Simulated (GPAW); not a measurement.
The system is BN.

```
N B
1.0
     0.00000    1.81300    1.81300
     1.81300    0.00000    1.81300
     1.81300    1.81300    0.00000
N B
1 1
Direct
  0.25000 0.25000 0.25000
  0.00000 0.00000 0.00000
```

The cell is a database's computed one.

Program: GPAW 26.7.0. Alike in all runs: task dielectric tensor; no spin polarisation; cell as given; k mesh 10 × 10 × 10; cutoff (eV) 600; smearing fermi-dirac 0.001 eV.

Task: Order these runs on this cell by their band gap on the k mesh, lowest first.
A. level PBE; potentials or basis GPAW PAW data sets (gpaw-data 1.2.1), pw
B. level GLLB-SC; potentials or basis the program's PAW data sets (release 1.2.1) made for this functional, pw
C. level PBEsol; potentials or basis PAW data sets generated in the run's folder for this functional, pw

Result: C (4.26 eV), A (4.44 eV), B (4.98 eV).

Caveats: the long-wavelength limit can be off by a per cent or two; a model potential gives levels but no total energy (some runs); response on these states lacks terms of the Hamiltonian (some runs).

A k mesh can miss the band edges.
